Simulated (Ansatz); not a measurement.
**Al (Fm-3m) under several functionals**

**The experiment to reproduce.**

From “The interpretation of polycrystalline coherent inelastic neutron scattering from aluminium”, 2013, pmc:3831299, for a bulk crystal of Al: lattice constant a 4.0495 Å.

Plane-wave DFT in Ansatz with scalar-relativistic PAW potentials. The same structure was relaxed (cell and atoms, symmetry kept) in separate runs at each level. No spin polarisation.

| level | cutoff (eV) | k mesh | V (Å³/atom) | a (Å) |
| --- | --- | --- | --- | --- |
| LDA | 420 | 18×18×18 | 15.804 | 3.984 |
| PBEsol | 420 | 18×18×18 | 16.185 | 4.015 |
| PBE | 420 | 18×18×18 | 16.505 | 4.042 |

Where does r2SCAN (500 eV, k mesh 18×18×18) fall?

V (Å³/atom) 15.912, a (Å) 3.993. Its volume is between those of LDA and PBEsol. The usual order of volumes, LDA < PBEsol < PBE, holds here (15.804, 16.185, 16.505 Å³/atom). As a rule LDA overbinds; PBEsol, built on the gradient expansion of slowly varying densities, lies between LDA and PBE; PBE's stronger gradient term for exchange weakens bonds. r2SCAN lies 3.6 % under PBE in volume.

For PBE: A measured lattice constant a of Al is 4.0495 Å (quoted in “The interpretation of polycrystalline coherent inelastic neutron scattering from aluminium”, 2013, pmc:3831299); the calculated 4.042 Å misses it by -0.2 %. The calculations are for 0 K without zero-point motion.

Cost: 4 runs of about 0.43 core-minutes in all, on AMD EPYC 9R45 (Zen 5), Intel Xeon Platinum 8259CL (Skylake/Cascade Lake), Intel Xeon 6975P-C (Granite Rapids) and other processors (shared hosts).